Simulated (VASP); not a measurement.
Runs of VASP 6.6.1 on Sr. The cell holds a slab with vacuum, 3 atoms: a = 4.310 Å, b = 4.310 Å, c = 22.050 Å, α = 90.00°, β = 90.00°, γ = 120.00°. 

```csv
task,level,potentials or basis,cell,smearing,atoms held fixed (from 0),gap on the mesh (eV),largest force (eV/Å),work function (eV)
relaxation of the atoms,PBE+TS,"VASP PAW PBE potentials, release 64 (Sr_sv)","atoms relaxed from: the (0 0 1) slab of Sr, cut from the database cell, not relaxed",gaussian 0.05 eV,[0],none,-,-
optical spectrum,PBE+TS,"VASP PAW PBE potentials, release 54 (Sr_sv)","the (0 0 1) slab of Sr, cut from the database cell, not relaxed",gaussian 0.05 eV,-,none,0.17,-
single point,PBE,"VASP PAW PBE potentials, release 64 (Sr_sv)","the (0 0 1) slab of Sr, cut from the database cell, not relaxed",fermi-dirac 0.05 eV,-,none,(a),2.65
relaxation of the atoms,RPBE,"VASP PAW PBE potentials, release 64 (Sr_sv)","atoms relaxed from: the (0 0 1) slab of Sr, cut from the database cell, not relaxed",gaussian 0.05 eV,[0],none,-,-
work function,PBE,"VASP PAW PBE potentials, release 64 (Sr_sv)","the (0 0 1) slab of Sr, cut from the database cell, not relaxed",gaussian 0.05 eV,-,none,0.06,2.65
```

Alike in all rows: no spin polarisation; k mesh 7 × 7 × 1; cutoff (eV) 520.

Estimate the missing entries.

(a) 0.07.

Caveats: atom-pairwise D2, TS and ULG terms overbind metals (some runs); spectra need much finer meshes, so this one isn't converged (some runs); independent-particle spectra lack excitons (some runs); the intraband (Drude) part of a metal's response may be missing (some runs); the relaxation stopped at its first step, so nothing moved (some runs); the PAW data sets were made with another functional, which shifts forces and pressure a little (some runs).

A k mesh can miss the band edges, and the runs leave out spin-orbit coupling on Sr.

A gap of «none» marks a metal or a gap under the smearing width.
